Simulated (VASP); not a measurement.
Calculation: r2SCAN meta-GGA, VASP's PBE PAW potentials (set 64) (plane waves; VASP).

Input for VASP

**KPOINTS_OPT**
```
k-points along high-symmetry lines
6
Line-mode
Reciprocal
  0.000000   0.000000   0.000000 ! GAMMA
  0.000000   0.500000   0.000000 ! Z

  0.000000   0.500000   0.000000 ! Z
  0.000000   0.500000   0.500000 ! D

  0.000000   0.500000   0.500000 ! D
  0.000000   0.000000   0.500000 ! B

  0.000000   0.000000   0.500000 ! B
  0.000000   0.000000   0.000000 ! GAMMA

  0.000000   0.000000   0.000000 ! GAMMA
 -0.500000   0.000000   0.500000 ! A

 -0.500000   0.000000   0.500000 ! A
 -0.500000   0.500000   0.500000 ! E

 -0.500000   0.500000   0.500000 ! E
  0.000000   0.500000   0.000000 ! Z

  0.000000   0.500000   0.000000 ! Z
 -0.500000   0.500000   0.000000 ! C_2

 -0.500000   0.500000   0.000000 ! C_2
 -0.500000   0.000000   0.000000 ! Y_2

 -0.500000   0.000000   0.000000 ! Y_2
  0.000000   0.000000   0.000000 ! GAMMA
```

### INCAR
```
SYSTEM = ZrO2
PREC = Accurate
ENCUT = 520
EDIFF = 1E-7
NELM = 100
ALGO = Normal
LREAL = .FALSE.
LASPH = .TRUE.
ISMEAR = -5
METAGGA = R2SCAN
LMIXTAU = .TRUE.
LMAXMIX = 4
LWAVE = .FALSE.
LCHARG = .FALSE.
LORBIT = 11
NEDOS = 601
ISIF = 2
LEFG = .TRUE.
```

KPOINTS:
```
Automatic mesh
0
Gamma
5 5 5
0 0 0
```

POSCAR:
```
ZrO2
1
    0.0000000000     5.1562510342     0.0106343174
    5.2277788107     0.0000000000     0.0000000000
    0.0000000000    -0.8646308268    -5.2620347611
Zr O
4 8
Direct
  0.7236394500   0.9578188939   0.7904206896
  0.2763605500   0.4578188939   0.7095793104
  0.2763605500   0.0421811061   0.2095793104
  0.7236394500   0.5421811061   0.2904206896
  0.9311850586   0.6669680189   0.6555357995
  0.0688149414   0.1669680189   0.8444642005
  0.0688149414   0.3330319811   0.3444642005
  0.9311850586   0.8330319811   0.1555357995
  0.5505411809   0.2426312706   0.5213391312
  0.4494588191   0.7426312706   0.9786608688
  0.4494588191   0.7573687294   0.4786608688
  0.5505411809   0.2573687294   0.0213391312
```

POTCAR, in this order: Zr_sv O (PBE.64 set). Program: vasp_std.

What VASP printed:

OSZICAR:
```
       N       E                     dE             d eps       ncg     rms          rms(c)
DAV:   1     0.899202328579E+03    0.89920E+03   -0.55402E+04  4446   0.175E+03
DAV:   2    -0.155409338946E+03   -0.10546E+04   -0.10189E+04  5517   0.495E+02
DAV:   3    -0.239141770786E+03   -0.83732E+02   -0.83353E+02  6058   0.131E+02
DAV:   4    -0.246698503711E+03   -0.75567E+01   -0.75478E+01  7524   0.300E+01
DAV:   5    -0.247039173286E+03   -0.34067E+00   -0.34064E+00  5828   0.504E+00    0.552E+01
DAV:   6    -0.193042025750E+03    0.53997E+02   -0.87781E+01  5665   0.487E+01    0.208E+01
DAV:   7    -0.181381835536E+03    0.11660E+02   -0.70236E+00  5636   0.143E+01    0.648E+00
DAV:   8    -0.193314152688E+03   -0.11932E+02   -0.47117E+00  4996   0.118E+01    0.400E+00
DAV:   9    -0.183864720961E+03    0.94494E+01   -0.24469E+00  4663   0.947E+00    0.616E-01
DAV:  10    -0.183917424275E+03   -0.52703E-01   -0.74858E-01  5466   0.441E+00    0.951E-01
DAV:  11    -0.183492664058E+03    0.42476E+00   -0.71822E-02  5179   0.183E+00    0.896E-01
DAV:  12    -0.184032686446E+03   -0.54002E+00   -0.21305E-01  4799   0.300E+00    0.320E-01
DAV:  13    -0.184050431742E+03   -0.17745E-01   -0.41950E-02  5788   0.120E+00    0.281E-01
DAV:  14    -0.184076371996E+03   -0.25940E-01   -0.74367E-03  5058   0.573E-01    0.191E-01
DAV:  15    -0.184084904847E+03   -0.85329E-02   -0.21859E-03  5444   0.298E-01    0.129E-01
DAV:  16    -0.184085573923E+03   -0.66908E-03   -0.28043E-04  5883   0.922E-02    0.104E-01
DAV:  17    -0.184089866307E+03   -0.42924E-02   -0.16460E-03  5212   0.263E-01    0.703E-02
DAV:  18    -0.184089370190E+03    0.49612E-03   -0.42322E-04  4971   0.137E-01    0.568E-02
DAV:  19    -0.184090929003E+03   -0.15588E-02   -0.36593E-04  4876   0.130E-01    0.264E-02
DAV:  20    -0.184091348319E+03   -0.41932E-03   -0.14174E-04  5040   0.729E-02    0.158E-02
DAV:  21    -0.184091409909E+03   -0.61589E-04   -0.38853E-05  5244   0.302E-02    0.788E-03
DAV:  22    -0.184091423729E+03   -0.13820E-04   -0.70972E-06  5818   0.171E-02    0.501E-03
DAV:  23    -0.184091424845E+03   -0.11154E-05   -0.10915E-06  5420   0.554E-03    0.315E-03
DAV:  24    -0.184091425800E+03   -0.95588E-06   -0.61570E-07  4499   0.486E-03    0.201E-03
DAV:  25    -0.184091425825E+03   -0.24589E-07   -0.13561E-07  3116   0.213E-03
   1 F= -.18409143E+03 E0= -.18409143E+03  d E =0.000000E+00
       N       E                     dE             ncg
       N       E                     dE             ncg
```

### OUTCAR
```
------------------------ aborting loop because EDIFF is reached ----------------------------------------
  FORCE on cell =-STRESS in cart. coord.  units (eV):
  Direction    XX          YY          ZZ          XY          YZ          ZX
  --------------------------------------------------------------------------------------
  Total        0.0770274      0.0515957      0.0836309      0.0000000     -0.0357602      0.0000000
  in kB        0.8703586      0.5829968      0.9449731      0.0000000     -0.4040664      0.0000000
  external PRESSURE =       0.7994428 kB  Pullay stress =       0.0000000 kB
  volume of cell :      141.79
      direct lattice vectors                 reciprocal lattice vectors
     0.000000000  5.156251034  0.010634317     0.000000000  0.194005100 -0.031877933
     5.227778811  0.000000000  0.000000000     0.191285828  0.000000000  0.000000000
     0.000000000 -0.864630827 -5.262034761     0.000000000  0.000392075 -0.190104978
 POSITION                                       TOTAL-FORCE (eV/Angst)
 -----------------------------------------------------------------------------------
      5.00727      3.04784     -4.15153         0.009532      0.016724      0.001360
      2.39338      0.81146     -3.73089         0.009532     -0.016724     -0.001360
      0.22051      1.24378     -1.09987        -0.009532     -0.016724     -0.001360
      2.83440      3.48016     -1.52051        -0.009532      0.016724      0.001360
      3.48676      4.23463     -3.43955        -0.001051     -0.009266     -0.000358
      0.87287     -0.37532     -4.44287        -0.001051      0.009266      0.000358
      1.74102      0.05699     -1.81185         0.001051      0.009266      0.000358
      4.35491      4.66694     -0.80853         0.001051     -0.009266     -0.000358
      1.26842      2.38796     -2.73745         0.003067     -0.006928     -0.011934
      3.88231      1.47134     -5.14497         0.003067      0.006928      0.011934
      3.95936      1.90366     -2.51395        -0.003067      0.006928      0.011934
      1.34547      2.82028     -0.10643        -0.003067     -0.006928     -0.011934
 -----------------------------------------------------------------------------------
    total drift:                                0.000000      0.000000      0.000000
  FREE ENERGIE OF THE ION-ELECTRON SYSTEM (eV)
  ---------------------------------------------------
  free  energy   TOTEN  =      -184.0914258251 eV

  energy  without entropy=     -184.0914258251  energy(sigma->0) =     -184.09142583

 total charge

# of ion       s       p       d       tot
------------------------------------------
    1        2.173   6.059   1.320   9.552
    2        2.173   6.059   1.320   9.552
    3        2.173   6.059   1.320   9.552
    4        2.173   6.059   1.320   9.552
    5        1.571   3.559   0.000   5.130
    6        1.571   3.559   0.000   5.130
    7        1.571   3.559   0.000   5.130
    8        1.571   3.559   0.000   5.130
    9        1.566   3.555   0.000   5.121
   10        1.566   3.555   0.000   5.121
   11        1.566   3.555   0.000   5.121
   12        1.566   3.555   0.000   5.121
--------------------------------------------------
tot         21.240  52.692   5.279  79.210

 Electric field gradients after diagonalization (V/A^2)
 (convention: |V_zz| > |V_xx| > |V_yy|)
----------------------------------------------------------------------
 ion       V_xx      V_yy      V_zz     asymmetry (V_yy - V_xx)/ V_zz
----------------------------------------------------------------------
   1     -28.610   -25.980    54.590       0.048
   2     -28.610   -25.980    54.590       0.048
   3     -28.610   -25.980    54.590       0.048
   4     -28.610   -25.980    54.590       0.048
   5      -7.392    -1.716     9.108       0.623
   6      -7.392    -1.716     9.108       0.623
   7      -7.392    -1.716     9.108       0.623
   8      -7.392    -1.716     9.108       0.623
   9      -9.708    -2.007    11.715       0.657
  10      -9.708    -2.007    11.715       0.657
  11      -9.708    -2.007    11.715       0.657
  12      -9.708    -2.007    11.715       0.657
```
(Selected blocks of OUTCAR.)

**OUTCAR**
```
 val. band max:        5.4888391750   @ k =   0.0000   0.0000   0.0000

 cond. band min:       9.6333902608   @ k =   0.4000   0.0000   0.2000


 Fermi energy:         5.5567404526

 k-point     1 :       0.0000    0.0000    0.0000
  band No.  band energies     occupation
      1     -43.5590      2.00000
      2     -43.4956      2.00000
      3     -43.4885      2.00000
      4     -43.4875      2.00000
      5     -21.5195      2.00000
      6     -21.4568      2.00000
      7     -21.4501      2.00000
      8     -21.1018      2.00000
      9     -20.9970      2.00000
     10     -20.9289      2.00000
     11     -20.8713      2.00000
     12     -20.8400      2.00000
     13     -20.7980      2.00000
     14     -20.7783      2.00000
     15     -20.7273      2.00000
     16     -20.6515      2.00000
     17     -13.0831      2.00000
     18     -12.1341      2.00000
     19     -11.9627      2.00000
     20     -11.8672      2.00000
     21     -11.3203      2.00000
     22     -11.2160      2.00000
     23     -11.0014      2.00000
     24     -10.8840      2.00000
     25       0.4683      2.00000
     26       0.4687      2.00000
     27       0.9022      2.00000
     28       1.0420      2.00000
     29       1.0722      2.00000
     30       1.4276      2.00000
     31       2.2040      2.00000
     32       2.3477      2.00000
     33       2.6540      2.00000
     34       2.8276      2.00000
     35       2.9301      2.00000
     36       2.9911      2.00000
     37       3.5843      2.00000
     38       3.6462      2.00000
     39       3.6882      2.00000
     40       3.7072      2.00000
     41       3.8690      2.00000
     42       4.3011      2.00000
     43       4.3512      2.00000
     44       4.6665      2.00000
     45       4.8614      2.00000
     46       4.9592      2.00000
     47       5.2812      2.00000
     48       5.4888      2.00000
     49       9.9902      0.00000
     50      10.3566      0.00000
     51      10.6278      0.00000
...
```

The compound is ZrO2 in the monoclinic structure. It was relaxed first.
